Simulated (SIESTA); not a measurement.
Runs of SIESTA 5.4.2 on TaN. Symmetry: Fm-3m, No. 225, cubic system. The conventional cell has a = 4.423 Å, b = 4.423 Å, c = 4.423 Å, α = 90.00°, β = 90.00°, γ = 90.00°. Ta (site symmetry m-3m) has 6 N at 2.21 Å as nearest neighbours. N (site symmetry m-3m) has 6 Ta at 2.21 Å as nearest neighbours. The cell comes from a database or a generator and needn't be the stable form of this composition.

| task | level | potentials or basis | gap on the mesh (eV) | pressure (GPa) |
| --- | --- | --- | --- | --- |
| band structure | BLYP | PseudoDojo 0.4 standard (PBE files), DZP (energy shift 0.003 Ry; two zetas on semicore shells) | none | (a) |
| band structure | LDA | PseudoDojo 0.4 standard (LDA files), DZP (energy shift 0.003 Ry; two zetas on semicore shells) | none | -12.5 |
| band structure | vdW-DF-cx | PseudoDojo 0.4 standard (PBE files), DZP (energy shift 0.003 Ry; two zetas on semicore shells) | none | -1.8 |
| band structure | PBE | PseudoDojo 0.4 standard (PBE files), DZP (energy shift 0.003 Ry; two zetas on semicore shells) | none | 5.1 |

Alike in all rows: no spin polarisation; cell as given; k mesh 10 × 10 × 10; smearing fermi-dirac 0.05 eV; grid cutoff 800 Ry; energy shift 0.003 Ry.

Question: Estimate the missing entries.

Answer: (a) 16.5.

Caveats: short orbitals over semicore shells can move pressures by several GPa; spin-orbit coupling is left out, which moves the levels of the heavy elements; the basis of atomic orbitals isn't converged, which shifts pressures, moduli and gaps; the potentials were made for another functional, which shifts forces and pressure (some runs).

A k mesh can miss the band edges, and the runs leave out spin-orbit coupling on Ta.

A gap of «none» marks a metal or a gap under the smearing width.
